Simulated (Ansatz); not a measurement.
## A series in volume scale on Ti

Results calculated with Ansatz 0.2.0, not measured. Periodic Kohn-Sham DFT of a crystal at fixed atoms, scaled to volume_scale times the given cell; pressure positive in compression, energy less spherical unpolarised free atoms, largest_vzz the field gradient of largest size among the nuclei.

The cell before it is scaled or strained (space group P6_3/mmc, No. 194):
```
Ti
1.0
      2.9500     0.0000     0.0000
     -1.4750     2.5548     0.0000
      0.0000     0.0000     4.6860
Ti
2
Direct
  0.33333 0.66667 0.25000
  0.66667 0.33333 0.75000
```

Settings of every row: method all-electron PAW; functional PBE; relativity scalar; k mesh 13x13x7; filling fermi-dirac; smearing width 0.08 eV; nucleus gaussian.

Atom start moment: 0 on all atoms.

Limits: no gap: field gradients move with the k mesh.

| row | volume scale | V (Å³/atom) | largest V_zz (1e21 V/m^2) | pressure (GPa) |
| --- | --- | --- | --- | --- |
| 1 | 0.94 | 16.599 | 2.066 | 5.744 |
| 2 | 0.96 | 16.952 | 1.973 | 3.072 |
| 3 | 0.98 | 17.305 | 1.884 | 0.637 |
| 4 | 0.99 | 17.482 | ? | ? |
| 5 | 1.01 | 17.835 | 1.756 | -2.614 |
| 6 | 1.02 | 18.012 | 1.715 | -3.6 |
| 7 | 1.04 | 18.365 | 1.637 | -5.439 |

Question: what largest V_zz and pressure should row 4 give?

Worked fit of largest V_zz. Take t = volume scale − 0.99. The shown rows have t = -0.05, -0.03, -0.01, 0.02, 0.03, 0.05. Least squares give largest V_zz = 1.8402 − 4.294 × t + 4.49 × t² 1e21 V/m^2; a straight line predicts inner rows, each left out in turn, worse (root mean square 0.0041 against 0.00048 1e21 V/m^2). All shown rows lie on it to the printed digit. The withheld row has t = 0, so the fit gives 1.8402 − 4.294 × (0) + 4.49 × (0)² = 1.840 1e21 V/m^2.

The calculation gave 1.84 1e21 V/m^2. The fit meets it to the printed digit.

Worked fit of pressure. Take u = (V_r/V)^(2/3) − 1 with V_r = 17.57 Å³ an atom, which is twice the finite (Eulerian) strain; such expansions in the strain, on which the Birch-Murnaghan equation of state is built, carry the rest volume and the bulk modulus. The shown rows have u = 0.03863, 0.02416, 0.01018, -0.00993, -0.01643, -0.02907. Least squares give pressure = −1.045 + 161.664 × u + 363.81 × u² GPa; a straight line predicts inner rows, each left out in turn, worse (root mean square 0.15 against 0.0026 GPa). The rows lie off it by 0.001, -0.001, -0.001, 0.000, 0.003, -0.002. The pressure vanishes at u = 0.0064, or V = 17.4 Å³ an atom, and there the bulk modulus at fixed shape and fractions is B = −V dP/dV = (2/3)(1 + u) dP/du = 112 GPa. Letting shape and atoms relax would as a rule lower it, by much in layered, chain or molecular crystals. The withheld row has u = 0.00335, so the fit gives −1.045 + 161.664 × (0.00335) + 363.81 × (0.00335)² = -0.499 GPa.

The calculation gave -0.498 GPa. The fit lies 0.001 GPa (0.0089 % of the column's range) below it, one unit of the last digit.
